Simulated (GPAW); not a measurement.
**SrO: dielectric tensor with PBE**

SrO:

```
CELL_PARAMETERS angstrom
0.00000 2.61663 2.61663
2.61663 0.00000 2.61663
2.61663 2.61663 0.00000
ATOMIC_POSITIONS crystal
Sr 0.50000 0.50000 0.50000
O 0.00000 0.00000 0.00000
```

| Property | Result |
| --- | --- |
| Program | GPAW 26.7.0 |
| Task | dielectric tensor |
| Functional | PBE |
| Potentials or basis | GPAW PAW data sets (gpaw-data 1.2.1) |
| Cutoff | 650 eV |
| Basis | pw |
| k mesh | 7 × 7 × 7 |
| Occupations | fermi-dirac, width 0.001 eV |
| Spin | no spin polarisation |
| Response ecut | 80 eV |
| Maxiter | 150 |
| Response k mesh | 20 × 20 × 20 |
| Response bands | 28 |
| Kernels | ["RPA"] |
| Coarser k mesh | 20 × 20 × 20 |

* Band gap on the k mesh: 3.47 eV, indirect (least direct gap 3.59 eV)
* Electronic dielectric tensor (diagonal): 3.50

Electronic dielectric tensor:
```
3.50 0.00 0.00
0.00 3.50 0.00
0.00 0.00 3.50
```

Run time: 3.2 min on 1 thread of Arm Neoverse V2, with other jobs on the host, peak memory 0.54 GiB.

Caveat: the long-wavelength limit can be off by a per cent or two. A k mesh can miss the band edges.
